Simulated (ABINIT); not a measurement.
# WC (Qusongite) in ABINIT: convergence with k mesh

Input of the first run (k mesh 2 × 2 × 2); the others differ in this setting and in those tied to it:

run.abi

```
# Pseudopotentials
pp_dirpath "./"
pseudos "W.GGA_PBE-JTH.xml, C.GGA_PBE-JTH.xml"

# Structure
acell 3*1.0
rprim
     5.4924889812     0.0000000000     0.0000000000
    -2.7462444906     4.7566349877     0.0000000000
     0.0000000000     0.0000000000     5.3603971251
ntypat 2
znucl 74 6
natom 2
typat 1 2
xred
     0.0000000000     0.0000000000     0.0000000000
     0.6666666667     0.3333333333     0.5000000000

# Plane-wave basis
ecut 19.0
pawecutdg 38.0
pawxcdev 0

# k points
kptopt 1
ngkpt 2 2 2
nshiftk 1
shiftk 0.0 0.0 0.0

# Exchange and correlation
ixc 15

# Bands and occupations
nband 13
occopt 4
tsmear 0.00183747

# SCF cycle
nstep 100
tolvrs 1.0e-9

# Output
iomode 3
prtwf 0
prtden 0
prteig 0
prtebands 0
enunit 1
```

Potentials or basis: JTH PAW PBE v2.0.

The run is started by

```console
$ abinit run.abi > log 2>&1
```

Hardware: 1 thread of Arm Neoverse V2, with other jobs on the host.

```csv
k mesh,energy less the tightest run (meV/atom),pressure (GPa),SCF cycles,CPU time (s),peak memory (GiB)
2 × 2 × 2,453.45,15.52,23,5.6,0.08
3 × 3 × 3,154.36,15.64,14,4.5,0.09
4 × 4 × 4,29.74,11.26,13,5.2,0.09
6 × 6 × 5,3.71,10.93,14,7.4,0.09
8 × 8 × 7,-1.57,10.48,12,9.9,0.09
9 × 9 × 8,0.52,10.68,13,14,0.1
10 × 10 × 9,-1.59,10.59,13,16,0.1
12 × 12 × 11,-1.27,10.67,13,24,0.11
15 × 15 × 14,0.00,10.49,14,46,0.14
```

Not settled before the last step: the energy (to 1 meV/atom), the pressure (to 0.1 GPa). Meshes of other sizes hit other points, so gaps and Fermi surfaces needn't settle smoothly. The tightest run that finished is the yardstick and may itself not be fully converged.

Caveat, for the tightest run too: the PAW data sets were made with another functional, which shifts forces and pressure a little. Spin-orbit coupling is left out, which matters for the levels of W.
